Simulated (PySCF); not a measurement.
Several orderings of computed values.

Species are written as SMILES; each is one conformer at its optimised geometry, gas phase, non-relativistic unless stated. Electronic properties by PySCF.

Dipoles, sizes and rotational constants follow the conformer. The torsions of the flexible species, by atom-mapped SMILES:
- `[F:1][C:2]([F:3])([F:4])[C:5]([F:6])([F:7])[C:8]([F:9])([F:10])[F:11]`: F1–C2–C5–F6 179°, C2–C5–C8–F9 60°
- `[NH2:1][C:2](=[O:3])[SiH2:4][SiH2:5][NH:6][SiH3:7]`: N1–C2–Si4–Si5 172°, C2–Si4–Si5–N6 -15°, Si4–Si5–N6–Si7 -173°, H–N1–C2–O3 -1°, H–N1–C2–O3 -179°
- `[NH2:1][Si@@H:2]([CH:3]=[O:4])[N:5]([SiH3:6])[SiH3:7]`: N1–Si2–C3–O4 136°, N1–Si2–N5–Si6 51°, H–N1–Si2–C3 174°, H–N1–Si2–C3 -50°
- `[CH2:1]=[N:2][NH:3][SiH2:4][SiH2:5][O:6][SiH3:7]`: C1–N2–N3–Si4 -177°, N2–N3–Si4–Si5 -7°, N3–Si4–Si5–O6 -179°
- `[NH2:1][SiH2:2][O:3][Si@@H:4]1[CH2:5][NH:6][SiH2:7]1`: N1–Si2–O3–Si4 68°, Si2–O3–Si4–C5 108°, H–N1–Si2–O3 -179°, H–N1–Si2–O3 43°
- `[F:1][C:2]([F:3])([F:4])[CH2:5][n:6]1[n:7][cH:8][cH:9][n:10]1`: F1–C2–C5–N6 180°, C2–C5–N6–N7 -89°
- `[H]/[N:6]=[CH:5]\[CH2:4][CH2:3][O:2][CH3:1]`: C1–O2–C3–C4 176°, O2–C3–C4–C5 -67°, C3–C4–C5–N6 -128°

The conformers of `N[Si@H]1CO[SiH2][SiH2]N1` aren't listed.

Question: Rank by lowest singlet excitation, highest first (TDDFT CAM-B3LYP/def2-SVPD at GFN2-xTB geometries).
A. `N[Si@@H](C=O)N([SiH3])[SiH3]`
B. `N[Si@H]1CO[SiH2][SiH2]N1`
C. `C(N)(=O)[SiH2][SiH2]N[SiH3]`
D. `FC(F)(C(C(F)(F)F)(F)F)F`
E. `[SiH2](O[SiH3])[SiH2]NN=C`

Answer: D (10.17 eV), E (5.45 eV), B (5.32 eV), C (4.87 eV), A (3.23 eV).

Question: Rank by dipole moment, highest first (CAM-B3LYP/def2-SVPD at GFN2-xTB geometries).
A. `FC(F)(F)C(F)(F)C(F)(F)F`
B. `NC(=O)[SiH2][SiH2]N[SiH3]`
C. `c1nn(nc1)CC(F)(F)F`
D. `[SiH2](N)O[Si@H]1[SiH2]NC1`

Answer: B (3.69 D), C (2.22 D), D (1.09 D), A (0.05 D).

Question: Rank by smallest rotational constant, highest first (GFN2-xTB).
A. `NC(=O)[SiH2][SiH2]N[SiH3]`
B. `C(COC)/C=N\[H]`
C. `C=NN[SiH2][SiH2]O[SiH3]`
D. `FC(F)(F)C(F)(F)C(F)(F)F`
E. `C1COCCN1`

Answer: E (2.708 GHz), B (1.516 GHz), D (0.895 GHz), A (0.582 GHz), C (0.506 GHz).

Question: By how much do the two ends of that ranking differ?

Answer: By 2.202 GHz, between `C1COCCN1` and `C=NN[SiH2][SiH2]O[SiH3]`.

Question: Rank by electronic spatial extent ⟨r²⟩ about the centre of nuclear charge, highest first (CAM-B3LYP/def2-SVPD at GFN2-xTB geometries).
A. `N[Si@@H](C=O)N([SiH3])[SiH3]`
B. `C=NN[SiH2][SiH2]O[SiH3]`
C. `NC(=O)[SiH2][SiH2]N[SiH3]`
D. `FC(Cn1nccn1)(F)F`
E. `FC(F)(F)C(F)(F)C(F)(F)F`
F. `N[SiH2]O[Si@@H]1CN[SiH2]1`

Answer: B (2172 bohr²), C (1921 bohr²), F (1725 bohr²), A (1455 bohr²), D (1355 bohr²), E (1316 bohr²).

Question: By how much do the two ends of that ranking differ?

Answer: By 856 bohr², between `C=NN[SiH2][SiH2]O[SiH3]` and `FC(F)(F)C(F)(F)C(F)(F)F`.

Question: Rank by HOMO energy, highest first (CAM-B3LYP/def2-SVPD at GFN2-xTB geometries).
A. `FC(F)(F)Cn1nccn1`
B. `FC(F)(F)C(F)(F)C(F)(F)F`
C. `NC(=O)[SiH2][SiH2]N[SiH3]`
D. `C=NN[SiH2][SiH2]O[SiH3]`
E. `N[Si@H]1CO[SiH2][SiH2]N1`

Answer: D (-7.99 eV), E (-8.25 eV), C (-8.48 eV), A (-9.51 eV), B (-12.72 eV).

Question: Give the two extremes of that set in hartree.

Answer: `FC(F)(F)C(F)(F)C(F)(F)F`: -0.468 Eh; `C=NN[SiH2][SiH2]O[SiH3]`: -0.294 Eh.

Question: Rank by lowest triplet excitation (Tamm–Dancoff), highest first (TDA CAM-B3LYP/def2-SVPD at GFN2-xTB geometries).
A. `NC(=O)[SiH2][SiH2]N[SiH3]`
B. `FC(F)(F)C(F)(F)C(F)(F)F`
C. `N[Si@@H](C=O)N([SiH3])[SiH3]`
D. `C=NN[SiH2][SiH2]O[SiH3]`
E. `n1ccnn1CC(F)(F)F`

Answer: B (9.55 eV), E (5.00 eV), A (4.28 eV), D (3.81 eV), C (2.56 eV).

Question: By how much do the two ends of that ranking differ?

Answer: By 6.99 eV, between `FC(F)(F)C(F)(F)C(F)(F)F` and `N[Si@@H](C=O)N([SiH3])[SiH3]`.
